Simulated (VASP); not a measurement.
A run of VASP 6.6.1 is set up as follows.

File INCAR:

```
SYSTEM = AlNi3
PREC = Accurate
ENCUT = 520
EDIFF = 1E-7
ISMEAR = 0
SIGMA = 0.1
LREAL = .FALSE.
LASPH = .TRUE.
NELM = 150
ALGO = Normal
ISIF = 2
LWAVE = .FALSE.
LCHARG = .TRUE.
ISPIN = 2
MAGMOM = 0 0.3 0.3 0.3
LORBIT = 11
LMAXMIX = 4
GGA = PE
LELF = .TRUE.
LVHAR = .TRUE.
NBANDS = 28
```

File KPOINTS:

```
Automatic mesh
0
G
  12 12 12
  0 0 0
```

POSCAR

```
AlNi3
1.0
    3.5666789130      0.0000000000      0.0000000000
    0.0000000000      3.5666789130      0.0000000000
    0.0000000000      0.0000000000      3.5666789130
Al Ni
1 3
Direct
    0.0000000000      0.0000000000      0.0000000000
    0.0000000000      0.5000000000      0.5000000000
    0.5000000000      0.0000000000      0.5000000000
    0.5000000000      0.5000000000      0.0000000000
```

Potentials or basis: VASP PAW PBE potentials, release 64 (Al, Ni).

The run is started by

```bash
$ cat potpaw_PBE.64/Al/POTCAR potpaw_PBE.64/Ni/POTCAR > POTCAR
$ mpirun -np 1 vasp_std > vasp.out
```

Task: What does it give for the band gap on the k mesh?

Result: None (metal or under the smearing width).

Task: What does it give for the pressure?

Result: 0.0 GPa.

Task: What does it give for the site moments?

Result: Al -0.01; Ni +0.26 μB.

Task: Predict the net moment.

Result: 0.71 μB per cell.
